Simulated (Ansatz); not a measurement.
# Response of AlRu to small distortions

```
Al Ru
1.0
     2.99160    0.00000    0.00000
     0.00000    2.99160    0.00000
     0.00000    0.00000    2.99160
Al Ru
1 1
Cartesian
  0.0000 0.0000 0.0000
  1.4958 1.4958 1.4958
```

Atom numbers follow the list: Al1, Ru2.

The conventional cell has a = 2.992 Å, b = 2.992 Å, c = 2.992 Å, α = 90.00°, β = 90.00°, γ = 90.00°. Al (atom 1) has 8 Ru at 2.59 Å as nearest neighbours. Ru (atom 2) has 8 Al at 2.59 Å as nearest neighbours.

The cell is COD entry 1527371, as deposited and not checked against the literature; nothing was relaxed.

Spin polarisation is left out, and whether a magnetic state lies lower isn't shown here.

All numbers below come from DFT, PBE, all-electron PAW with datasets made for the crystal, scalar-relativistic (Ansatz 0.2.0).

Settings: a Γ-centred 12×12×12 k mesh, Fermi–Dirac smearing of 0.05 eV, cutoff 280 eV (chosen by the program for this cell), no spin polarisation.

The unchanged cell is at 2.43 GPa.

In a metal, stresses and small energies carry noise from the k mesh.

x, y and z are the Cartesian axes of the cell as listed; fractional coordinates follow a strain, and an engineering shear is twice the off-diagonal strain component.

With z strained by +1 % at fixed volume: energy change +1 meV/atom; stress change (xx, yy, zz, yz, xz, xy) 0.92, 0.92, -1.76, 0.00, 0.00, 0.00 GPa, compression positive.

With z strained by -3 % at fixed volume: energy change +11 meV/atom; stress change (xx, yy, zz, yz, xz, xy) -2.59, -2.59, 5.96, 0.00, 0.00, 0.00 GPa, compression positive.

Problem. With this change (atom 1 (Al) moved by (0.1155, 0.1155, 0.1155) Å), what becomes of the energy and stress and forces?

Solution. Energy change +81 meV/atom; stress change (xx, yy, zz, yz, xz, xy) 3.10, 3.10, 3.10, 2.16, 2.16, 2.16 GPa, compression positive; change of the force on Al1 (-0.968, -0.968, -0.968) eV/Å.

Problem. What force constant does this one finite step give for Al1 along its displacement (all its periodic images move with it)?

Solution. k = −ΔF·u/|u|² = 8.38 eV/Å², so the force pulls the atom back.
